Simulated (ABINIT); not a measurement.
Here is an ABINIT 10.8.3 (patched build) calculation.

File run.abi:

```
# Datasets: one volume each
ndtset 7
getwfk -1
scalecart1 3*0.9795861087
scalecart2 3*0.9864848297
scalecart3 3*0.9932883884
scalecart4 3*1.0000000000
scalecart5 3*1.0066227096
scalecart6 3*1.0131594038
scalecart7 3*1.0196128224

# Pseudopotentials
pp_dirpath "./"
pseudos "Zr.GGA_PBE-JTH.xml, O.GGA_PBE-JTH.xml"

# Structure
acell 3.5992763378 3.5992763378 3.5992763378 Angstrom
rprim
     0.0000000000     0.7071067812     0.7071067812
     0.7071067812     0.0000000000     0.7071067812
     0.7071067812     0.7071067812     0.0000000000
ntypat 2
znucl 40 8
natom 3
typat 1 2 2
xred
     0.0000000000     0.0000000000     0.0000000000
     0.7500000000     0.7500000000     0.7500000000
     0.2500000000     0.2500000000     0.2500000000

# Plane-wave basis
ecut 23.0
pawecutdg 45.0
pawxcdev 0

# k points
kptopt 1
ngkpt 9 9 9
nshiftk 1
shiftk 0.0 0.0 0.0

# Exchange and correlation
ixc 11

# Bands and occupations
nband 16
occopt 3
tsmear 0.05 eV

# SCF cycle
nstep 100
tolvrs 1.0e-9

# Output
iomode 3
prtwf 1
prtden 0
prteig 0
prtebands 0
enunit 2
```

Potentials or basis: JTH PAW PBE v2.0.

The run is started by

```bash
$ abinit run.abi > log 2>&1
```

(1) Estimate the bulk modulus.

(2) What does it give for the pressure derivative of the bulk modulus?

(3) Predict the equilibrium volume.

Answers

(1) 235 GPa.

(2) 4.2.

(3) 11.15 Å³/atom.

Caveat: pressures at fixed basis lie under the slope of the energies.
